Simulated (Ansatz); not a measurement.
A crystal relaxed with r2SCAN in Ansatz 0.2.0 has space group I4_1/amd:1 (No. 141) and a = 5.629 Å, c = 11.023 Å.

```csv
atom,site,x,y,z
Xx,4a,0.0000,0.5000,0.2500
Se,8e,0.0000,0.5000,0.0194
```

The r2SCAN gap is indirect, 0.48 eV (k = (0.141, 0.224, 0.318) to Γ–M (0.94 of the way from Γ)), below the direct gap of 0.81 eV at Γ. HSE06 gives an indirect gap of 1.01 eV, from k = (0.141, 0.224, 0.318) to Γ–M (0.94 of the way from Γ); the least direct gap is 1.25 eV at Γ. The PBE0 gap is indirect, 1.67 eV (k = (0.141, 0.224, 0.318) to Γ), below the direct gap of 1.86 eV at Γ. A second conduction valley, at Γ–M (0.94 of the way from Γ), lies only 14 meV higher, so their order isn't settled. Meshes: r2SCAN 6×6×6, HSE06 4×4×4, PBE0 4×4×4.

Task: Which element is Xx?
A. Si
B. Ge
C. Ti
D. Sn

Result: D. Xx is Sn: anatase SnSe2. Sn is surrounded by 6 Se at 2.54–2.82 Å; Se is surrounded by 3 Sn at 2.54–2.82 Å.

The calculation is spin-unpolarised, and the structure need not be a phase that has been made.

Spin-orbit coupling is left out, which matters wherever the heavy atoms make up the band edges.

Where an edge lies off the special points, it is a point of the mesh or the k point where a search put PBE's edge or least direct gap, reused for the other functionals, whose own edges may lie a little apart.

Coordinates of k points refer to the reciprocal vectors of the primitive cell of the runs.
